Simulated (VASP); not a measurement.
Consider the following.

```
CELL_PARAMETERS angstrom
      3.40789     0.00000     0.00000
     -1.70394     2.95132     0.00000
      0.00000     0.00000     5.49512
ATOMIC_POSITIONS crystal
  In 0.33333 0.66667 0.99788
  In 0.66667 0.33333 0.49788
  N  0.33333 0.66667 0.37712
  N  0.66667 0.33333 0.87712
```

These are PBEsol GGA, VASP's PBE PAW potentials (set 64) (plane waves; VASP 6.6.1) values and carry that method's errors. Numerical set-up: 620 eV cut-off, 8×8×4 Γ-centred mesh, Gaussian smearing of 0.050 eV, potentials In_d N.

Energy and stress use the plane-wave basis of the starting cell.

Task: The ions, cell shape and volume at an external pressure of 30.0 GPa are relaxed. What does this cell relax into?

Result: 
```
CELL_PARAMETERS angstrom
      3.36760     0.00000     0.00000
     -1.68380     2.91643     0.00000
      0.00000     0.00000     5.40107
ATOMIC_POSITIONS crystal
  In 0.33333 0.66667 0.99704
  In 0.66667 0.33333 0.49704
  N  0.33333 0.66667 0.37796
  N  0.66667 0.33333 0.87796
```
Space group P6_3mc (186), at a tolerance of 0.03 Å.

Task: How do energy and volume change from the first to the last step?

Result: The energy (σ→0) changes by +86.1 meV/atom and the volume by -4.0 %, in 9 ionic steps.

The structure was generated: InN was put into the wurtzite type (P6_3mc), which need not be its known phase. This run relaxes it under an external pressure of 30 GPa. Symmetry was kept, so distortions that lower it aren't found.
